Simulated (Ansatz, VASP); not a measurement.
Given: the input of a run of VASP 6.6.1 on La2O3.

INCAR

```
SYSTEM = La2O3
PREC = Accurate
ENCUT = 520
EDIFF = 1E-7
ISMEAR = -1
SIGMA = 0.05
LREAL = .FALSE.
LASPH = .TRUE.
NELM = 100
ALGO = Normal
ISIF = 2
LWAVE = .FALSE.
LCHARG = .FALSE.
GGA = PS
NBANDS = 28
```

The input KPOINTS:

```
regular mesh
0
G
  8 8 5
  0 0 0
```

POSCAR

```
La2O3
1.0
    3.8505354057      0.0000000000      0.0000000000
   -1.9252677029      3.3346614796      0.0000000000
    0.0000000000      0.0000000000      5.9871847653
La O
2 3
Direct
    0.3333333333      0.6666666667      0.2462356800
    0.6666666667      0.3333333333      0.7537643200
    0.0000000000      0.0000000000      0.0000000000
    0.3333333333      0.6666666667      0.6458906500
    0.6666666667      0.3333333333      0.3541093500
```

Potentials or basis: VASP PAW PBE potentials, release 64 (La, O).

Command:

```bash
$ cat potpaw_PBE.64/La/POTCAR potpaw_PBE.64/O/POTCAR > POTCAR
$ mpirun -np 1 vasp_std > vasp.out
```

Problem. Set up the same calculation for Ansatz 0.2.0. Potentials there: all-electron LAPW, scalar-relativistic.

Solution. As run (the cutoff follows the program's own potentials):

File input.yaml:

```yaml
crystal:
  lattice:
    - [3.8505354057, 0.0, 0.0]
    - [-1.9252677029, 3.3346614796, 0.0]
    - [0.0, 0.0, 5.9871847653]
  atoms:
    - { symbol: La, position: [0.3333333333, 0.6666666667, 0.24623568] }
    - { symbol: La, position: [0.6666666667, 0.3333333333, 0.75376432] }
    - { symbol: O, position: [0.0, 0.0, 0.0] }
    - { symbol: O, position: [0.3333333333, 0.6666666667, 0.64589065] }
    - { symbol: O, position: [0.6666666667, 0.3333333333, 0.35410935] }
kpoints:
  mp_grid: { grid: [8, 8, 5] }
scf:
  occupations: { method: fermi_dirac, width: 0.05 }
hamiltonian:
  xc: pbesol
  pseudopotentials: { kind: all_electron, lapw: { basis_error: 0.001 } }
output:
  forces: true
  stress: true
  eigenvalues: true
```

Potentials or basis: all-electron LAPW, scalar-relativistic.

Launch:

```console
$ ansatz run input.yaml --threads 4 --pin off --max-ram 14336MiB --backend cpu --events-out ev --progress --plain --runs-dir out
```

Both were run:

|  | VASP | Ansatz | Ansatz less VASP |
| --- | --- | --- | --- |
| gap on the k mesh at the Fermi level (eV) | 3.84 | 3.82 | -0.012 |
| least direct gap on the mesh (eV) | 3.94 | 3.93 | -0.013 |
| pressure (GPa) | 5.9 | 6.1 | +0.23 |
| largest component of the traceless stress (GPa) | 1.27 | 1.29 | +0.024 |
| rms of the force components (eV/Å) | 0.150 | 0.153 | +0.0033 |

Atom by atom the forces differ by 0.003 eV/Å (rms over components). Ansatz ran all-electron here, so the differences hold the error of VASP's frozen core and of both bases.

Caveats: spin-orbit coupling is left out, which moves the levels of the heavy elements; an odd mesh through Γ misses points on the zone boundary, where band edges often lie; the PAW data sets were made with another functional, which shifts forces and pressure a little (VASP).
